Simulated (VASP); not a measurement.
## Li (a cell with a defect): single point with PBE+D3(BJ)

The system is Li (a cell with a defect).

```
Li
1.0
     6.98000    0.00000    0.00000
     0.00000    6.98000    0.00000
     0.00000    0.00000    6.98000
Li
17
Direct
  0.00380 0.99263 0.97125
  0.51005 0.02048 0.00146
  0.04293 0.52343 0.97907
  0.04461 0.00022 0.50684
  0.18340 0.27217 0.25372
  0.46469 0.44281 0.06130
  0.46658 0.07670 0.42346
  0.78166 0.26531 0.24640
  0.00018 0.54404 0.52451
  0.27081 0.76102 0.24228
  0.27494 0.26350 0.74100
  0.51099 0.50966 0.48854
  0.76942 0.76395 0.24583
  0.76655 0.26564 0.74184
  0.30023 0.76390 0.74542
  0.69919 0.64178 0.87129
  0.70137 0.88830 0.62551
```

The cell was built by a generator and needn't be a form met in nature.

```yaml
Program: VASP 6.6.1
Task: single point
Functional: PBE
Dispersion: D3(BJ)
Potentials_or_basis: VASP PAW PBE potentials, release 64 (Li_sv)
Cutoff: 520 eV
k_mesh: 3 × 3 × 3
Occupations: gaussian, width 0.15 eV
Spin: no spin polarisation
```

The largest force is 0.020 eV/Å, the band gap on the k mesh is none (metal or under the smearing width) and the dispersion energy per atom is -0.172 eV.

Forces in eV/Å, atoms in the order of the input:
```
Li  -0.004  0.001 -0.005
Li  -0.006  0.007  0.000
Li  -0.006  0.000  0.005
Li  -0.014  0.003  0.000
Li  -0.001 -0.011 -0.001
Li   0.003  0.008 -0.008
Li  -0.009  0.000  0.010
Li   0.008 -0.002 -0.003
Li  -0.002 -0.001  0.001
Li   0.004  0.002  0.002
Li   0.002 -0.002  0.000
Li  -0.002  0.005 -0.002
Li  -0.002 -0.004 -0.003
Li  -0.001 -0.005  0.002
Li   0.002 -0.001 -0.001
Li   0.008  0.001  0.003
Li   0.020  0.000 -0.001
```

Levels at points of the mesh, in eV from the Fermi level:
```csv
k point,band 22,band 23,band 24,band 25,band 26,band 27,band 28,band 29
"(0.00, 0.00, 0.00)",-1.17,-1.16,-1.14,0.06,0.23,0.24,0.35,0.41
```

It took 7.8 min on 1 thread of Intel(R) Xeon(R) Platinum 8488C (Sapphire Rapids), on a shared host, peak memory 0.42 GiB.
